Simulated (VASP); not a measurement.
Input of a VASP 6.6.1 run:

File INCAR:

```
SYSTEM = Sn
ALGO = Normal ; EDIFF = 1E-7
EDIFFG = -0.002 ; ENCUT = 520
GGA = PE ; IBRION = 2
ISIF = 3 ; ISMEAR = 0
LASPH = .True. ; LCHARG = .False.
LREAL = .False. ; LWAVE = .False.
NELM = 100 ; NSW = 80
PREC = Accurate ; SIGMA = 0.02
```

Contents of KPOINTS:

```
k-points
0
Gamma
  12 12 12
  0 0 0
```

File POSCAR:

```
Sn
1.0
    0.0000000000      3.2333428000      3.2333428000
    3.2333428000      0.0000000000      3.2333428000
    3.2333428000      3.2333428000      0.0000000000
Sn
2
Direct
    0.0000000000      0.0000000000      0.0000000000
    0.2500000000      0.2500000000      0.2500000000
```

Potentials or basis: VASP PAW PBE potentials, release 64 (Sn_d).

Command:

```console
$ cat potpaw_PBE.64/Sn_d/POTCAR > POTCAR
$ mpirun -np 1 vasp_std > vasp.out
```

Problem. Predict the relaxed cell.

Solution. a = 4.704 Å, b = 4.704 Å, c = 4.704 Å, α = 60.00°, β = 60.00°, γ = 60.00°.

Problem. What does it give for the space group after relaxing (to 0.05 Å)?

Solution. Fd-3m (No. 227).

Problem. What does it give for the band gap on the k mesh?

Solution. None (metal or under the smearing width).

Problem. Predict the relaxed volume.

Solution. 36.81 Å³/atom.

Final structure:
```
Sn
1.0
     0.00000    3.32656    3.32656
     3.32656    0.00000    3.32656
     3.32656    3.32656    0.00000
Sn
2
Direct
  0.00000 0.00000 0.00000
  0.25000 0.25000 0.25000
```

PBE usually gives volumes a little too large and moduli too small. Zero-point motion and thermal expansion aren't in these numbers.
